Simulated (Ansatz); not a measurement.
**Si$_{2}$W: symmetry broken, then relaxed**

Level of theory: DFT PBEsol, scalar-relativistic, plane waves, PAW in Ansatz 0.2.0. Cutoff 420 eV, Γ-centred 14×14×14 k-points, Gaussian smearing of 0.15 eV. Spin–orbit coupling is left out, which can shift energies with elements as heavy as these. No spin polarisation. Energies are free energies at this smearing, counted from the undisturbed cell; pressure is positive in compression.

The undisturbed cell (relaxed at this level):

```
CELL_PARAMETERS angstrom
-1.60125 1.60125 3.90787
1.60125 -1.60125 3.90787
1.60125 1.60125 -3.90787
ATOMIC_POSITIONS crystal
Si 0.33450 0.33450 0.00000
Si 0.66550 0.66550 0.00000
W 0.00000 0.00000 0.00000
```

The atoms are displaced (Å, in the unstrained cell):

```
atom ux uy uz
 Si1   0.118  -0.174   0.021
 Si2  -0.157  -0.186   0.008
  W3   0.039   0.360  -0.030
```

Cell and atoms are then relaxed.

Task: Does the relaxation return to the undisturbed structure?

Result: Yes (up to a choice of domain or origin): same space group and volume, and an energy 0.0 meV/atom from it. The disturbance itself cost 678.0 meV/atom. The final space group reads I4/mmm (tolerance 0.05 Å) and the volume changes by 0.01 %.

Final structure:

```yaml
crystal:
  lattice:
    - [-1.60154, 1.60146, 3.90731]
    - [1.60137, -1.60144, 3.90723]
    - [1.60151, 1.60141, -3.90730]
  atoms:
    - { symbol: Si, position: [0.33450, 0.33452, 0.00000] }
    - { symbol: Si, position: [0.66550, 0.66549, 0.00001] }
    - { symbol: W, position: [0.00000, 0.99999, 0.99999] }
```

The relaxation, step by step (energy from the first step; small jumps at an unchanged geometry come where the plane waves are selected anew for the new cell):

| step | ΔE (meV/atom) | largest force component (eV/Å) | pressure (GPa) |
| --- | --- | --- | --- |
| 1 | 0.0 | 6.549 | 25.86 |
| 2 | -533.5 | 2.720 | 3.52 |
| 3 | -642.7 | 0.507 | 7.68 |
| 4 | -672.9 | 0.338 | 1.88 |
| 5 | -678.0 | 0.027 | -0.26 |
| 6 | -678.0 | 0.001 | 0.00 |
| 7 | -678.0 | 0.001 | 0.00 |

Cost: 3 runs of about 10 core-minutes in all, on Arm Neoverse V2 (shared hosts).